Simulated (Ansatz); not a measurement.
## ZnSe (Stilleite): equation of state with LDA

ZnSe (Stilleite):

```
Se Zn
1.0
     0.00000    2.83380    2.83380
     2.83380    0.00000    2.83380
     2.83380    2.83380    0.00000
Se Zn
1 1
Direct
  0.75000 0.75000 0.75000
  0.00000 0.00000 0.00000
```

```
Program             : Ansatz 0.2.0
Task                : equation of state
Functional          : LDA
Potentials or basis : all-electron LAPW, scalar-relativistic
Basis error allowed : 0.001 eV/atom
k mesh              : 8 × 8 × 8
Occupations         : fermi-dirac, width 0.05 eV
Spin                : no spin polarisation
```

The equilibrium volume is 21.58 Å³/atom, the bulk modulus is 72 GPa and the pressure derivative of the bulk modulus is 4.6.

Energy against volume, from the lowest point:
```
volume (Å³/atom)  energy (meV/atom)
          21.391               0.00
          21.846               0.37
          22.301               4.76
          22.757              12.71
          23.212              23.83
          23.667              37.77
          24.122              54.22
```

All runs of the series together: 43 s on 1 thread of AMD EPYC 9R45 96-Core Processor (Zen 5), with other jobs on the host.

LDA usually gives volumes a few per cent too small. Zero-point motion and thermal expansion aren't in these numbers.
